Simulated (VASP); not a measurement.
Crystal: Mg.

```
Mg
1.0
     3.20930    0.00000    0.00000
    -1.60465    2.77934    0.00000
     0.00000    0.00000    5.21030
Mg
2
Direct
  0.66667 0.33333 0.75000
  0.33333 0.66667 0.25000
```

| Property | Result |
| --- | --- |
| Program | VASP 6.6.1 |
| Task | relaxation of cell and atoms |
| Functional | vdW-DF2 |
| Potentials or basis | VASP PAW PBE potentials, release 64 (Mg) |
| Cutoff | 600 eV |
| k mesh | 10 × 10 × 5 |
| Occupations | fermi-dirac, width 0.05 eV |
| Spin | no spin polarisation |

At the start: pressure -0.4 GPa; volume 23.24 Å³/atom.

**Question.** How do energy, volume and symmetry change on relaxing?

**Answer.** Over 7 steps the energy falls by 3.2 meV/atom and the volume is 22.93 Å³/atom (-1.3 %); space group P6_3/mmc (No. 194, to 0.05 Å).

The path:
| step | energy change (eV) | largest force (eV/Å) | pressure (GPa) | volume (Å³) |
| --- | --- | --- | --- | --- |
| 1 | 0.0000 | 0.0000 | -0.43 | 46.47 |
| 2 | -0.0034 | 0.0000 | -0.14 | 46.05 |
| 3 | -0.0056 | 0.0000 | 0.26 | 45.51 |
| 4 | -0.0056 | 0.0000 | 0.32 | 45.42 |
| 5 | -0.0063 | 0.0000 | 0.13 | 45.69 |
| 6 | -0.0063 | 0.0000 | 0.06 | 45.79 |
| 7 | -0.0063 | 0.0000 | 0.01 | 45.86 |

Final structure:
```yaml
crystal:
  lattice:
    - [3.16045, 0.00000, 0.00000]
    - [-1.58023, 2.73703, 0.00000]
    - [0.00000, 0.00000, 5.30190]
  atoms:
    - { symbol: Mg, position: [0.66667, 0.33333, 0.75000] }
    - { symbol: Mg, position: [0.33333, 0.66667, 0.25000] }
```

Caveat: the PAW data sets were made with another functional, which shifts forces and pressure a little.
